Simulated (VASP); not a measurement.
# C: vibrations by finite differences with PBE+D3(BJ)

The system is C.

```xyz
4
Lattice="2.4498 0.0000 0.0000 -1.2249 2.1216 0.0000 0.0000 0.0000 6.6769" Properties=species:S:1:pos:R:3 pbc="T T T"
C     0.0000    0.0000    5.0077
C     0.0000    0.0000    1.6692
C     0.0000    1.4144    5.0077
C     1.2249    0.7072    1.6692
```

The cell isn't the ideal one: a relaxed cell with its volume scaled by 0.98.

```yaml
Program: VASP 6.6.1
Task: vibrations by finite differences
Functional: PBE
Dispersion: D3(BJ)
Potentials_or_basis: VASP PAW PBE potentials, release 64 (C)
Cutoff: 520 eV
k_mesh: 15 × 15 × 6
Occupations: gaussian, width 0.02 eV
Spin: no spin polarisation
```

The highest phonon frequency at Γ is 1582 cm⁻¹ and the most unstable mode is 33i cm⁻¹. The dispersion energy per atom is -0.157 eV.

Phonon frequencies in cm⁻¹ (negative: imaginary):
```csv
q point,frequencies
"(0.000, 0.000, 0.000)",-33 -33 0 0 0 115 859 868 1578 1578 1582 1582
```

Wall time 8.9 min on 1 thread of Intel(R) Xeon(R) Platinum 8488C (Sapphire Rapids) (shared host), peak memory 0.42 GiB.

Caveat: some modes are imaginary.
